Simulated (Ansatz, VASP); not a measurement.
# Sn: VASP beside Ansatz

INCAR

```
  PREC = Accurate
  ENCUT = 520
  EDIFF = 1E-6
  ISMEAR = -1
  SIGMA = 0.05
  LREAL = False
  LASPH = True
  NELM = 80
  ALGO = Normal
  ISIF = 2
  LWAVE = False
  LCHARG = True
  GGA = PS
  LELF = True
  LVHAR = True
  NBANDS = 13
```

The input KPOINTS:

```
regular mesh
0
Gamma
  8 8 8
```

Contents of POSCAR:

```
Sn
1.0
   -1.8946518192      1.8946518192      1.8188657464
    1.8946518192     -1.8946518192      1.8188657464
    1.8946518192      1.8946518192     -1.8188657464
Sn
1
Direct
    0.0000000000      0.0000000000      0.0000000000
```

input.yaml

```yaml
crystal:
  lattice:
    - [-1.8946518192, 1.8946518192, 1.8188657464]
    - [1.8946518192, -1.8946518192, 1.8188657464]
    - [1.8946518192, 1.8946518192, -1.8188657464]
  atoms:
    - { symbol: Sn, position: [0.0, 0.0, 0.0] }
hamiltonian:
  xc: pbesol
  pseudopotentials: { kind: paw }
kpoints:
  mp_grid: { grid: [8, 8, 8] }
scf:
  occupations: { method: fermi_dirac, width: 0.05 }
output:
  forces: true
  stress: true
  eigenvalues: true
```

This isn't the form of Sn at room conditions, which is tetragonal (white tin).

Alike in both runs: task single point; functional PBEsol; k mesh 8 × 8 × 8; occupations fermi-dirac, width 0.05 eV; no spin polarisation.

```csv
,VASP,Ansatz
version,VASP 6.6.1,Ansatz 0.2.0
potentials or method,"VASP PAW PBE potentials, release 64 (Sn_d)",Ansatz PAW
plane-wave cutoff (eV),520,420
valence electrons in the cell,14,14
```

VASP gave:

```
gap on the k mesh at the Fermi level (eV)       : none
pressure (GPa)                                  : 0.0
largest component of the traceless stress (GPa) : 0.26
```

Question: Which values does Ansatz return?

Answer: gap on the k mesh at the Fermi level (eV): none; pressure (GPa): 0.1; largest component of the traceless stress (GPa): 0.26.

A gap of «none» marks a metal or a gap that the smearing closes. With one functional, cell and mesh, what is left measures potentials, basis and numerics.

Caveats: the PAW data sets were made with another functional, which shifts forces and pressure a little (VASP); the PAW data sets come from PBE, with cores solved anew for the run's functional, which leaves a small shift of forces and pressure (Ansatz).
